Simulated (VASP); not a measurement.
## SrO: band structure with MS2

SrO:

```
Sr O
1.0
     0.03935    2.54418    2.54855
     2.64573    0.01561    2.57229
     2.62779    2.54998    0.03354
Sr O
1 1
Direct
  0.50000 0.50000 0.50000
  0.00000 0.00000 0.00000
```

The cell isn't the ideal one: cell strained at random at fixed volume.

- Program: VASP 6.6.1
- Task: band structure
- Functional: MS2
- Potentials or basis: VASP PAW PBE potentials, release 64 (Sr_sv, O_s)
- Cutoff: 400 eV
- k mesh: 9 × 9 × 9
- Occupations: fermi-dirac, width 0.1 eV
- Spin: no spin polarisation
- Further INCAR settings: ALGO = Normal; EDIFF = 1e-06; NBANDS = 15

```
Pressure                : 1.9 GPa
Band gap on the k mesh  : 3.48 eV, indirect (least direct gap 3.58 eV)
Band gap along the path : 3.42 eV, indirect (least direct gap 3.51 eV)
```

Stress tensor (GPa, compression positive):
```
-0.83 -0.46 -1.20
-0.46  3.38 -0.25
-1.20 -0.25  3.13
```

Levels at the corners of the path, in eV from the valence-band top:
| point | band 4 | band 5 | band 6 | band 7 | band 8 | band 9 | band 10 | band 11 | band 12 | band 13 |
| --- | --- | --- | --- | --- | --- | --- | --- | --- | --- | --- |
| X | -14.52 | -13.62 | -2.18 | -1.20 | -1.10 | 6.81 | 8.59 | 9.17 | 9.41 | 12.39 |
| Γ | -14.47 | -14.47 | -0.10 | 0.00 | 0.00 | 4.30 | 6.33 | 6.65 | 6.70 | 8.73 |
| Γ | -14.47 | -14.47 | -0.10 | 0.00 | 0.00 | 4.30 | 6.33 | 6.65 | 6.70 | 8.73 |
| Y | -14.51 | -13.59 | -2.18 | -1.15 | -1.08 | 6.79 | 8.57 | 9.16 | 9.30 | 12.37 |
| L | -14.88 | -14.85 | -0.44 | -0.21 | -0.09 | 3.42 | 8.36 | 10.65 | 10.79 | 11.44 |
| Γ | -14.47 | -14.47 | -0.10 | 0.00 | 0.00 | 4.30 | 6.33 | 6.65 | 6.70 | 8.73 |
| Γ | -14.47 | -14.47 | -0.10 | 0.00 | 0.00 | 4.30 | 6.33 | 6.65 | 6.70 | 8.73 |
| Z | -14.54 | -13.66 | -2.18 | -1.24 | -1.17 | 6.88 | 8.61 | 9.23 | 9.50 | 12.42 |
| N | -14.87 | -14.85 | -0.45 | -0.20 | -0.09 | 3.43 | 8.35 | 10.65 | 10.77 | 11.44 |
| Γ | -14.47 | -14.47 | -0.10 | 0.00 | 0.00 | 4.30 | 6.33 | 6.65 | 6.70 | 8.73 |
| Γ | -14.47 | -14.47 | -0.10 | 0.00 | 0.00 | 4.30 | 6.33 | 6.65 | 6.70 | 8.73 |
| M | -14.80 | -14.80 | -0.61 | -0.10 | -0.09 | 3.53 | 8.37 | 10.55 | 10.79 | 11.60 |
| R | -14.53 | -13.65 | -2.18 | -1.23 | -1.15 | 6.86 | 8.61 | 9.22 | 9.48 | 12.41 |
| Γ | -14.47 | -14.47 | -0.10 | 0.00 | 0.00 | 4.30 | 6.33 | 6.65 | 6.70 | 8.73 |

Wall time 7.9 min on 1 thread of AMD EPYC 9R45 (Zen 5), on a shared host, peak memory 0.29 GiB.

Caveat: the PAW data sets were made with another functional, which shifts forces and pressure a little.
